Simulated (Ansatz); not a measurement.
Here is an Ansatz 0.2.0 calculation.

Contents of input.yaml:

```yaml
crystal:
  lattice:
    - [0.0, 2.82891, 2.82891]
    - [2.82891, 0.0, 2.82891]
    - [2.82891, 2.82891, 0.0]
  atoms:
    - { symbol: Ge, position: [0.75, 0.75, 0.75] }
    - { symbol: Ge, position: [0.5, 0.5, 0.5] }
hamiltonian:
  xc: pbe
  pseudopotentials: { kind: paw }
kpoints:
  mp_grid: { grid: [8, 8, 8] }
scf:
  occupations: { method: gaussian, width: 0.027 }
output:
  forces: true
  stress: true
  eigenvalues: true
```

Potentials or basis: Ansatz PAW.

Command:

```sh
$ ansatz run input.yaml --threads 2 --pin off --max-ram 5632MiB --backend cpu --events-out ev --progress --plain --runs-dir out
```

**Question.** What does it give for the band gap on the k mesh?

**Answer.** 0.03 eV, direct.

**Question.** What does it give for the pressure?

**Answer.** 3.6 GPa.

**The experiment to reproduce.**

From “Electronic and optical properties of SixGe1-x-ySny alloys lattice-matched to Ge”, 2021, arxiv:2109.02782, for a bulk crystal of Ge at 300 K: band gap 0.807 eV (direct).

Against the measured gap of Ge, 0.807 eV (direct; 300 K; “Electronic and optical properties of SixGe1-x-ySny alloys lattice-matched to Ge”, 2021, arxiv:2109.02782), the calculated 0.03 eV is off by -0.78 eV. 3 values of this kind are on record (0.666 to 0.807 eV); this one was drawn at random among those near their median. Spin-orbit coupling on Ge is left out. The value is that of PBE on a finite k mesh, which can miss the band edges, without temperature or zero-point motion. Semilocal functionals fall short of measured gaps as a rule.
